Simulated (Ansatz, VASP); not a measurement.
**One calculation of GaN, two programs**

INCAR

```
SYSTEM = GaN
PREC = Accurate ; ENCUT = 520
EDIFF = 1E-6 ; ISMEAR = 0
SIGMA = 0.1 ; LREAL = .False.
LASPH = .True. ; NELM = 100
ALGO = Normal ; ISIF = 2
LWAVE = .False. ; LCHARG = .False.
GGA = PE ; IVDW = 12
NBANDS = 26
```

KPOINTS

```
Automatic mesh
0
Gamma
  6 6 4
  0 0 0
```

File POSCAR:

```
GaN
1.0
    3.1799996605      0.0000000000      0.0000000000
   -1.5899998303      2.7539604900      0.0000000000
    0.0000000000      0.0000000000      5.1660000000
Ga N
2 2
Direct
    0.3333333333      0.6666666667      0.0000000000
    0.6666666667      0.3333333333      0.5000000000
    0.3333333333      0.6666666667      0.3750000000
    0.6666666667      0.3333333333      0.8750000000
```

Input for Ansatz:

```yaml
crystal:
  lattice:
    - [3.1799996605, 0.0, 0.0]
    - [-1.5899998303, 2.75396049, 0.0]
    - [0.0, 0.0, 5.166]
  atoms:
    - { symbol: Ga, position: [0.3333333333, 0.6666666667, 0.0] }
    - { symbol: Ga, position: [0.6666666667, 0.3333333333, 0.5] }
    - { symbol: "N", position: [0.3333333333, 0.6666666667, 0.375] }
    - { symbol: "N", position: [0.6666666667, 0.3333333333, 0.875] }
basis:
  ecutwfc: 420
kpoints:
  mp_grid: { grid: [6, 6, 4] }
hamiltonian:
  xc: pbe
  dispersion: d3bj
scf:
  occupations: { method: gaussian, width: 0.1 }
output:
  forces: true
  stress: true
  eigenvalues: true
```

Alike in both runs: task single point; functional PBE; dispersion D3(BJ); k mesh 6 × 6 × 4; occupations gaussian, width 0.1 eV; no spin polarisation.

|  | VASP | Ansatz |
| --- | --- | --- |
| version | VASP 6.6.1 | Ansatz 0.2.0 |
| potentials or method | VASP PAW PBE potentials, release 64 (Ga_d, N) | scalar-relativistic, plane waves, PAW |
| plane-wave cutoff (eV) | 520 | 420 |
| valence electrons in the cell | 36 | 36 |

|  | VASP | Ansatz | Ansatz less VASP |
| --- | --- | --- | --- |
| gap on the k mesh at the Fermi level (eV) | 1.97 | 1.96 | -0.008 |
| least direct gap on the mesh (eV) | 1.97 | 1.96 | -0.008 |
| pressure (GPa) | 3.6 | 3.5 | -0.07 |
| largest component of the traceless stress (GPa) | 1.43 | 1.42 | -0.010 |
| rms of the force components (eV/Å) | 0.077 | 0.079 | +0.0014 |

Atom by atom the forces differ by 0.001 eV/Å (rms over components).

A hybrid or GW would open this gap; PBE tends to underestimate it.
